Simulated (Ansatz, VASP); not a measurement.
**In: VASP beside Ansatz**

The input INCAR:

```
  ALGO = Normal
  EDIFF = 1E-6
  ENCUT = 520
  GGA = RP
  ISIF = 2
  ISMEAR = -1
  LASPH = True
  LCHARG = False
  LREAL = False
  LWAVE = False
  NBANDS = 20
  NELM = 100
  PREC = Accurate
  SIGMA = 0.1
```

The input KPOINTS:

```
k-points
0
Gamma
  12 12 7
```

POSCAR

```
In
1.0
    3.3131002643      0.0000000000      0.0000000000
   -1.6565501321      2.8692289942      0.0000000000
    0.0000000000      0.0000000000      5.3770641567
In
2
Direct
    0.3333333333      0.6666666667      0.2500000000
    0.6666666667      0.3333333333      0.7500000000
```

Input for Ansatz:

```yaml
crystal:
  lattice:
    - [3.3131002643, 0.0, 0.0]
    - [-1.6565501321, 2.8692289942, 0.0]
    - [0.0, 0.0, 5.3770641567]
  atoms:
    - { symbol: In, position: [0.3333333333, 0.6666666667, 0.25] }
    - { symbol: In, position: [0.6666666667, 0.3333333333, 0.75] }
hamiltonian:
  xc: rpbe
  pseudopotentials:
    kind: paw
    azcp:
      In: "pseudopotentials/In.paw.azcp"
basis:
  ecutwfc: 420
  fft_grid_basis: typed
kpoints:
  mp_grid: { grid: [12, 12, 7], shift: [0, 0, 0] }
magnetization:
  spin_polarized: false
scf:
  occupations: { method: fermi_dirac, width: 0.1 }
  lower_state_search: "off"
output:
  stress: true
  write_density: true
  write_potential: true
  elf: true
  volumetric_format: npy
```

Alike in both runs: task single point; functional RPBE; k mesh 12 × 12 × 7; occupations fermi-dirac, width 0.1 eV; no spin polarisation.

```csv
,VASP,Ansatz
version,VASP 6.6.1,Ansatz 0.2.0
potentials or method,"VASP PAW PBE potentials, release 64 (In_d)","plane waves (420 eV) with PAW, scalar-relativistic"
plane-wave cutoff (eV),520,420
valence electrons in the cell,26,26
```

|  | VASP | Ansatz | Ansatz less VASP |
| --- | --- | --- | --- |
| pressure (GPa) | 5.1 | 5.1 | +0.05 |
| largest component of the traceless stress (GPa) | 0.42 | 0.42 | -0.003 |

Caveats: the PAW data sets were made with another functional, which shifts forces and pressure a little (VASP).
